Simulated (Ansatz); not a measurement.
**Vibrations of InSe (R3m) by finite displacements**

```yaml
crystal:
  lattice:
    - [2.00469, 1.15741, 8.42799]
    - [-2.00469, 1.15741, 8.42799]
    - [0.00000, -2.31482, 8.42799]
  atoms:
    - { symbol: In, position: [0.99924, 0.99924, 0.99924] }
    - { symbol: In, position: [0.88942, 0.88942, 0.88942] }
    - { symbol: Se, position: [0.38308, 0.38308, 0.38308] }
    - { symbol: Se, position: [0.17226, 0.17226, 0.17226] }
```

Computed, not measured; unless marked otherwise by PBEsol, all-electron LAPW in Ansatz 0.2.0, scalar-relativistic. k mesh 8×8×8, fixed occupations, basis error target 1 meV/atom. The cell was relaxed by PAW under this functional.

Atoms are displaced by 0.01 Å in the primitive cell, which gives the zone-centre modes alone. Negative values stand for unstable modes. The zone centre has no LO-TO term.

Problem. Is the structure dynamically stable at these wave vectors?

Solution. Yes, no mode is unstable there; wave vectors off this mesh aren't tested.

Problem. How do the optical zone-centre modes decompose, and which are active?

Solution. Point group 3m: Γ_opt = 3E + 3A1.

```csv
label,THz,activity,mostly
E,1.13,IR and Raman,In (62 %)
A1,3.22,IR and Raman,Se (70 %)
E,5.09,IR and Raman,Se (62 %)
E,5.18,IR and Raman,Se (59 %)
A1,5.64,IR and Raman,Se (59 %)
A1,6.69,IR and Raman,In (70 %)
```

Problem. How well do frozen-core PAW files reproduce these all-electron values?

Solution. With a cutoff of 420 eV and displacements of 0.0025 Å, the r.m.s. difference over the modes is 0.0 cm⁻¹; the largest difference is 172.8 (PAW) against 172.7 cm⁻¹ (LAPW).

Known limits: no dispersion correction, so the spacing and stiffness between layers or molecules are poor; zone-boundary modes aren't tested; the frozen-core PAW files of the compared runs were fitted under PBE, their cores solved anew for this functional.
